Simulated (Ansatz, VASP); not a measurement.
# BaS in VASP and in Ansatz

```
Ba S
1.0
     0.00000    3.11491    3.11491
     3.11491    0.00000    3.11491
     3.11491    3.11491    0.00000
Ba S
1 1
Direct
  0.00000 0.00000 0.00000
  0.50000 0.50000 0.50000
```

Alike in both runs: task single point; functional PBE; k mesh 8 × 8 × 8; occupations gaussian, width 0.02 eV; no spin polarisation.

|  | VASP | Ansatz |
| --- | --- | --- |
| version | VASP 6.6.1 | Ansatz 0.2.0 |
| potentials or method | VASP PAW PBE potentials, release 64 (Ba_sv, S) | scalar-relativistic, plane waves, PAW |
| plane-wave cutoff (eV) | 520 | 420 |
| valence electrons in the cell | 16 | 16 |

|  | VASP | Ansatz | Ansatz less VASP |
| --- | --- | --- | --- |
| gap on the k mesh at the Fermi level (eV) | 1.96 | 2.08 | +0.117 |
| least direct gap on the mesh (eV) | 2.05 | 2.13 | +0.078 |
| pressure (GPa) | 5.6 | 4.8 | -0.79 |

Caveats: spin-orbit coupling is left out, which moves the levels of the heavy elements. A k mesh can miss the band edges.
